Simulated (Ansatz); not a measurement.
# HfB₂ (Fd-3m)

Method: DFT PBE, scalar-relativistic, plane waves, PAW (Ansatz).

Settings: cutoff 420 eV, Γ-centred mesh 6×6×6 on the computed 6-atom cell, Gaussian smearing of 0.10 eV; no spin polarisation.

The structure is relaxed at this level of theory with its symmetry kept, and needn't be the ground state of this composition.

Space group Fd-3m (No. 227), cubic, a = 10.623 Å. Hf has 4 B at 2.30 Å; B is surrounded by 2 Hf at 2.30 Å.

* Volume per atom: 49.94 Å³
* Formation energy from the elements' standard states (uncorrected): +2.738 eV/atom
* Kohn–Sham band gap: none (metal)
* Density of states at the Fermi level: 5.2 states/eV per cell
* Orbital (Löwdin) character within 0.5 eV of the Fermi level: B 2p 62 %, Hf 5d 36 %
* Bader charge by site (e): Hf (2 in the cell) 1.48, B (4 in the cell) -0.74

Spin-orbit coupling is left out, which matters for the bands of heavy elements. Spin polarisation was left out, and a magnetic state may lie lower.

The cell was found from a structure generator's guess, not taken from experiment. Löwdin shares on free-atom orbitals overweight diffuse shells.
